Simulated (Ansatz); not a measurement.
Si, space group Imma, a band structure

Computed with the Ansatz DFT code, driven from Python.

Contents of `si.extxyz`:
```text
2
Lattice="-2.251 2.3685 1.275 2.251 -2.3685 1.275 2.251 2.3685 -1.275" Properties=species:S:1:pos:R:3 pbc="T T T"
Si   -0.00000000    3.55275000    0.14535000
Si    2.25100000   -1.18425000    1.12965000
```

Script `bands_si.py`:
```python
import ansatz as az
import numpy as np


def main() -> None:
    si = az.Crystal.from_extxyz('si.extxyz')

    path = [
        ('G', (0.0, 0.0, 0.0)),
        ('R', (0.0, 0.5, 0.0)),
        ('W', (0.25, 0.25, 0.25)),
        ('S', (0.5, 0.0, 0.0)),
        ('G', (0.0, 0.0, 0.0)),
    ]
    model = (
        si.calculation()
        .occupations('gaussian', width=0.1)
        .functional('pbe')
        .kpoints(15, 15, 15)
        .band_structure([point for _, point in path], intervals=6)
        .scf(extra_bands=8)
    )
    outcome = model.run(threads=1)
    report = outcome.report

    print('%-22s %14.5f eV' % ('F = E - TS', report['free_energy_ev']))
    print('%-22s %14.5f eV' % ('E', report['internal_energy_ev']))
    print('%-22s %14.5f eV' % ('Harris-Foulkes', report['harris_foulkes_ev']))
    print('%-22s %14.5f eV' % ('Fermi level', report['fermi_energy_ev']))

    bands = outcome.band_structure()
    fermi = bands.fermi_energy_ev
    print(f'zero of the bands: {fermi:.3f} eV, the Fermi level found on the SCF mesh')
    for spin, channel in enumerate(bands.channels):
        levels = channel.eigenvalues_ev - fermi
        crossing = [b for b in range(levels.shape[1]) if levels[:, b].min() < 0 < levels[:, b].max()]
        print(f'channel {spin}: bands that cross the Fermi level on this path:', [b + 1 for b in crossing] or 'none')
        shown = crossing or sorted(np.argsort(np.abs(levels).min(axis=0))[:2])
        for k, row in zip(bands.kpoints_frac, levels[:, shown]):
            print(f'{k[0]:7.3f} {k[1]:7.3f} {k[2]:7.3f}  ', ' '.join(f'{e:8.3f}' for e in row))


if __name__ == '__main__':
    main()
```

Running `python bands_si.py` prints:
```text
DeckWarning: basis.ecutwfc = 420 eV, auto-derived from the records' recommended cutoffs: set by Si (normal level)
F = E - TS                -1270.88360 eV
E                         -1270.88039 eV
Harris-Foulkes            -1270.88360 eV
Fermi level                  11.28020 eV
zero of the bands: 11.280 eV, the Fermi level found on the SCF mesh
channel 0: bands that cross the Fermi level on this path: [4, 5]
  0.000   0.000   0.000     -1.648    1.089
 -0.000   0.083   0.000     -0.848    1.611
 -0.000   0.167   0.000      0.617    2.894
  0.000   0.250   0.000      0.798    2.261
 -0.000   0.333   0.000     -2.177    0.957
  0.000   0.417   0.000     -2.428   -0.579
  0.000   0.500   0.000     -2.203   -1.406
  0.042   0.458   0.042     -2.811   -0.738
  0.083   0.417   0.083     -3.542    0.259
  0.125   0.375   0.125     -4.151    1.318
  0.167   0.333   0.167     -4.760    2.395
  0.208   0.292   0.208     -5.324    3.448
  0.250   0.250   0.250     -5.806    4.415
  0.292   0.208   0.208     -5.298    3.805
  0.333   0.167   0.167     -4.630    2.929
  0.375   0.125   0.125     -3.875    1.905
  0.417   0.083   0.083     -3.059    0.817
  0.458   0.042   0.042     -2.250   -0.272
  0.500   0.000  -0.000     -1.357   -1.301
  0.417   0.000   0.000     -1.940   -0.253
  0.333   0.000   0.000     -2.465    1.261
  0.250   0.000  -0.000      0.047    2.949
  0.167   0.000   0.000      0.339    2.734
  0.083   0.000   0.000     -0.860    1.536
  0.000   0.000   0.000     -1.648    1.089
```
(Warnings from the package without file and line.)

Caveats:
- Total energies depend on the potentials; only differences at equal settings carry meaning. A total without «per atom» is that of the cell as typed.
- Only differences from the Fermi energy are physical; the zero of the scale is a convention.
- This isn't the structure that Si takes at ambient conditions.
- Gaps and levels are Kohn-Sham values on a finite set of k-points.
- It ran for 12 s on 1 thread of Arm Neoverse V1, on a shared host, peak memory 0.46 GiB.
